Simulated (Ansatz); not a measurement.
All numbers below come from DFT PBE, scalar-relativistic, plane waves, PAW in Ansatz. Settings: cutoff 420 eV, Γ-centred meshes spaced at most about 0.3 Å⁻¹, and about 0.25 Å⁻¹ or finer for metals (2π included), Gaussian smearing. No spin polarisation.

All energies are static (0 K, no zero-point motion).

Two relaxed structures of B₂P₅:

1. Space group Pm (No. 6), monoclinic, a = 4.627 Å, b = 3.243 Å, c = 16.387 Å, β = 97.3°. B on its first site has 4 P at 1.97–2.02 Å; B on its second site is surrounded by 3 P at 1.89–1.93 Å; B on its third site is surrounded by 4 P at 1.97–1.99 Å; B on its fourth site is surrounded by 4 P at 1.96–2.03 Å; P on its first site is surrounded by 3 B at 1.97–1.98 Å and 1 P at 2.25 Å; 9 more sites not described.

2. Space group P-42m (No. 111), tetragonal, a = 4.553 Å, c = 4.823 Å. B has 4 P at 1.98 Å; P on a site of symmetry -42m has 4 P at 2.24 Å; around P on a site of symmetry m lie 2 B at 1.98 Å and 1 P at 2.24 Å.

**Question.** Which is lower in energy, and by how much?

**Answer.** Cell 1 is lower, by 138 meV/atom. Cell 1 has space group Pm (No. 6), 17.4 Å³/atom and no gap on its mesh; cell 2 has space group P-42m (No. 111), 14.3 Å³/atom and no gap. Counting P atoms around B (those within 1.25 times the shortest such distance or 1.15 times the sum of covalent radii, 1.27 where that leaves under three; a slash parts the counts of unlike sites), cell 1 has B 3/4 and cell 2 has B 4. Cell 1 holds P–P nets (shortest 2.20 Å); cell 2 holds P–P units of three or more atoms (shortest 2.24 Å). Both come from invented guesses.

No dispersion correction is applied, so the spacing and binding between layers, chains or molecules are poorly described (Pm), and this can change margins and order among such cells. In P-42m an odd number of electrons in the primitive cell allows no gap without spin; a larger cell or a magnetic state could open one. Cells relaxed within their symmetry can be saddle points.
